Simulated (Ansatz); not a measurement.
# Cobalt, beta-Sn type under revPBE: ground state and equation of state

Aim: take cobalt in the beta-Sn type structure, relax it, solve it on a dense k-mesh, then scale the cell to 7 volumes from 88 to 112 % of the relaxed one and try a fit of the equation of state. The start is ferromagnetic. The k-meshes are 15×15×10 for the relaxation; 27×27×13 for the dense run; 18×18×9 for the volumes.

Method: DFT revPBE, plane waves (420 eV) with PAW, scalar-relativistic; PBE-made PAW files, in Ansatz 0.2.0.

## 1. The system as given

Symmetry: I4_1/amd, No. 141, tetragonal system. The conventional cell has a = 4.400 Å, b = 4.400 Å, c = 2.402 Å, α = 90.00°, β = 90.00°, γ = 90.00°. Around Co (site symmetry -4m2) lie 6 Co at 2.28 to 2.40 Å.

As a file:

```xyz
2
Lattice="-2.2000 2.2000 1.2012 2.2000 -2.2000 1.2012 2.2000 2.2000 -1.2012" Properties=species:S:1:pos:R:3 pbc="T T T"
Co    0.0000    0.0000    0.0000
Co    0.0000    2.2000    0.6006
```

Starting moments (μB): +1.7 ×2.

## 2. Geometry optimisation

Contents of input.yaml:

```yaml
crystal:
  lattice:
    - [-2.1999784191, 2.1999784191, 1.2011882168]
    - [2.1999784191, -2.1999784191, 1.2011882168]
    - [2.1999784191, 2.1999784191, -1.2011882168]
  atoms:
    - { symbol: Co, position: [0.0, 0.0, 0.0], spin: 1.7 }
    - { symbol: Co, position: [0.75, 0.25, 0.5], spin: 1.7 }
hamiltonian:
  xc: revpbe
  pseudopotentials:
    kind: paw
    azcp:
      Co: "pseudopotentials/Co.paw.azcp"
basis:
  ecutwfc: 420
  fft_grid_basis: typed
kpoints:
  mp_grid: { grid: [15, 15, 10], shift: [0, 0, 0] }
magnetization:
  spin_polarized: true
scf:
  occupations: { method: fermi_dirac, width: 0.05 }
relax:
  max_steps: 60
  f_tol: 0.01
  cell: {}
```

Further steps of the session: The energy on a finer k-mesh; Volume × 0.88; Volume × 0.92; Volume × 0.96; Volume × 1.0; Volume × 1.04; Volume × 1.08; Volume × 1.12.

What does the calculation give? Wanted: space group; conventional cell; volume; shortest distance; gap on the mesh; magnetic state; relative to hcp, ferromagnetic; V₀, B₀, B₀′.

As calculated:

```
                      quantity                                   value
space group (spins left aside)                      P6_3/mmc (No. 194)
             conventional cell  a = 2.510 Å, c = 4.063 Å (c/a = 1.619)
                        volume                          11.082 Å³/atom
             shortest distance                                 2.495 Å
               gap on the mesh            none (levels filled in part)
                magnetic state   ferromagnetic, up to 1.71 μB per atom
relative to hcp, ferromagnetic                             -1 meV/atom
                   V₀, B₀, B₀′            11.054 Å³/atom, 200 GPa, 5.4
```

In words: The relaxation shrank the cell by 4.7 % in volume. The cell has left its prototype: it ends as hcp. What follows belongs to that structure, not to the type named at the start. The mesh has less symmetry than the lattice, which may have let the distortion in. Against the reference form of cobalt (hcp, ferromagnetic, computed apart with the same settings) it stands 1 meV/atom lower, within what mesh and smearing can decide. The final state is ferromagnetic (largest moment 1.71 μB). Levels at the Fermi energy are filled in part, as in a metal. The fitted modulus is 200 GPa; letting shape and positions relax at each volume could only lower it.
